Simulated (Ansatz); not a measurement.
# Ge: course of a relaxation

These are results of Ansatz 0.2.0, DFT PBE, scalar-relativistic, plane waves, PAW, not measurements. Run with 420 eV cutoff, 12×12×14 k-mesh, Gaussian smearing of 0.10 eV, no spin polarisation.

What was changed in Ti: Ti → Ge on all its sites, cell and atoms relaxed.

Input:

```yaml
crystal:
  lattice:
    - [4.8274651111, 0.0, 0.0]
    - [-2.4137325555, 4.1807074221, 0.0]
    - [0.0, 0.0, 2.8562598772]
  atoms:
    - { symbol: Ge, position: [0.0, 0.0, 0.0] }
    - { symbol: Ge, position: [0.3333333333, 0.6666666667, 0.5] }
    - { symbol: Ge, position: [0.6666666667, 0.3333333333, 0.5] }
basis:
  ecutwfc: 420
kpoints:
  mp_grid: { grid: [12, 12, 14] }
hamiltonian:
  xc: pbe
scf:
  occupations: { method: gaussian, width: 0.1 }
output:
  forces: true
  stress: true
  eigenvalues: true
relax:
  adjacent_minimum: "off"
  f_tol: 0.01
  max_steps: 60
  cell: { stress_tol: 0.1 }
```

F is the free energy. Steps run on the plane waves of an earlier cell, but the last one, and at times one on the way, on a freshly chosen basis, so a repeated geometry can differ a little in energy.

At step 3 the energy rises: a step can overshoot before the optimiser corrects it.

Steps:

```tsv
step	F − F(1) (eV)	largest force component (eV/Å)	V (Å³/atom)	P (GPa)
1	0.0000	0.000	19.215	0.30
2	-0.0024	0.000	19.336	-0.14
3	0.0127	0.000	19.258	0.46
4	-0.0039	0.000	19.320	-0.09
5	-0.0040	0.000	19.303	-0.01
6	-0.0041	0.000	19.279	0.06
7	-0.0041	0.000	19.279	0.06
```

Relaxed structure:

```yaml
crystal:
  lattice:
    - [4.79815, 0.00000, 0.00000]
    - [-2.39908, 4.15532, 0.00000]
    - [0.00000, 0.00000, 2.90093]
  atoms:
    - { symbol: Ge, position: [0.00000, 0.00000, 0.00000] }
    - { symbol: Ge, position: [0.33333, 0.66667, 0.50000] }
    - { symbol: Ge, position: [0.66667, 0.33333, 0.50000] }
```

The structure is hexagonal, space group P6/mmm (No. 191). Conventional cell: a = 4.798 Å, b = 4.798 Å, c = 2.901 Å, α = 90.00°, β = 90.00°, γ = 120.00°. Ge (site symmetry 6/mmm) is surrounded by 14 Ge at 2.90 to 3.13 Å. Ge (site symmetry -6m2) has 11 Ge at 2.77 to 3.13 Å as nearest neighbours.

The run converged. The run took about 110 core-seconds.